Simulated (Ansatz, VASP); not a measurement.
# Two plane-wave programs on ZnO

```
CELL_PARAMETERS angstrom
-1.91442 1.91442 3.54187
1.91442 -1.91442 3.54187
1.91442 1.91442 -3.54187
ATOMIC_POSITIONS crystal
Zn 0.66010 0.62500 0.53510
Zn 0.08990 0.12500 0.46490
Zn 0.37500 0.91010 0.03510
Zn 0.87500 0.33990 0.96490
O 0.37500 0.33990 0.46490
O 0.87500 0.91010 0.53510
O 0.08990 0.62500 0.96490
O 0.66010 0.12500 0.03510
```

Alike in both runs: task single point; functional PBE; k mesh 6 × 6 × 6; occupations gaussian, width 0.1 eV; no spin polarisation.

```csv
,VASP,Ansatz
version,VASP 6.6.1,Ansatz 0.2.0
potentials or method,"VASP PAW PBE potentials, release 64 (Zn, O)","scalar-relativistic, plane waves, PAW"
plane-wave cutoff (eV),520,420
valence electrons in the cell,72,72
```

```csv
,VASP,Ansatz,Ansatz less VASP
gap on the k mesh at the Fermi level (eV),2.90,2.95,+0.048
least direct gap on the mesh (eV),5.02,5.09,+0.068
rms of the force components (eV/Å),5.103,4.946,-0.1569
```

Atom by atom the forces differ by 0.157 eV/Å (rms over components). The functional is the same, so the differences come from potentials, cutoffs and numerics.

Caveats: forces of over 1 eV/Å show positions far from the minimum, so gaps and moduli don't describe the material at rest. As with any semilocal functional, this PBE gap is likely too small. A k mesh can miss the band edges.
